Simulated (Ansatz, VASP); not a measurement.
HfO2 in VASP and in Ansatz

INCAR

```
SYSTEM = HfO2
  PREC = Accurate
  ENCUT = 520
  EDIFF = 1E-6
  ISMEAR = 0
  SIGMA = 0.05
  LREAL = .False.
  LASPH = .True.
  NELM = 80
  ALGO = Normal
  ISIF = 2
  LWAVE = .False.
  LCHARG = .False.
  GGA = PE
  NBANDS = 18
```

The input KPOINTS:

```
regular mesh
0
Gamma
  8 8 8
  0 0 0
```

File POSCAR:

```
HfO2
1.0
    0.0000000000      2.6598000000      2.5575000000
    2.6598000000      0.0000000000      2.5575000000
    2.6598000000      2.6598000000      0.0000000000
Hf O
1 2
Direct
    0.0000000000      0.0000000000      0.0000000000
    0.2500000000      0.2500000000      0.2500000000
    0.7500000000      0.7500000000      0.7500000000
```

Input for Ansatz:

```yaml
crystal:
  lattice:
    - [0.0, 2.6598, 2.5575]
    - [2.6598, 0.0, 2.5575]
    - [2.6598, 2.6598, 0.0]
  atoms:
    - { symbol: Hf, position: [0.0, 0.0, 0.0] }
    - { symbol: O, position: [0.25, 0.25, 0.25] }
    - { symbol: O, position: [0.75, 0.75, 0.75] }
basis:
  ecutwfc: 420
kpoints:
  mp_grid: { grid: [8, 8, 8] }
hamiltonian:
  xc: pbe
scf:
  occupations: { method: gaussian, width: 0.05 }
output:
  forces: true
  stress: true
  eigenvalues: true
```

Change from the starting cell: strain +0.040 along x and y, +0.000 along z, atoms carried along.

Alike in both runs: task single point; functional PBE; k mesh 8 × 8 × 8; occupations gaussian, width 0.05 eV; no spin polarisation.

```csv
,VASP,Ansatz
version,VASP 6.6.1,Ansatz 0.2.0
potentials or method,"VASP PAW PBE potentials, release 64 (Hf_pv, O)","scalar-relativistic, plane waves, PAW"
plane-wave cutoff (eV),520,420
valence electrons in the cell,22,38
```

```csv
,VASP,Ansatz,Ansatz less VASP
gap on the k mesh at the Fermi level (eV),3.16,3.19,+0.028
least direct gap on the mesh (eV),3.22,3.23,+0.013
pressure (GPa),-20.8,-18.0,+2.82
largest component of the traceless stress (GPa),10.60,10.46,-0.140
```

The functional is the same, so the differences come from potentials, cutoffs and numerics. The two sets of potentials don't hold the same shells in valence.

Caveats: so large a pressure means that the cell lies far from this level's equilibrium, or that cutoff or potentials fall short (VASP); spin-orbit coupling is left out, which moves the levels of the heavy elements. A k mesh can miss the band edges.
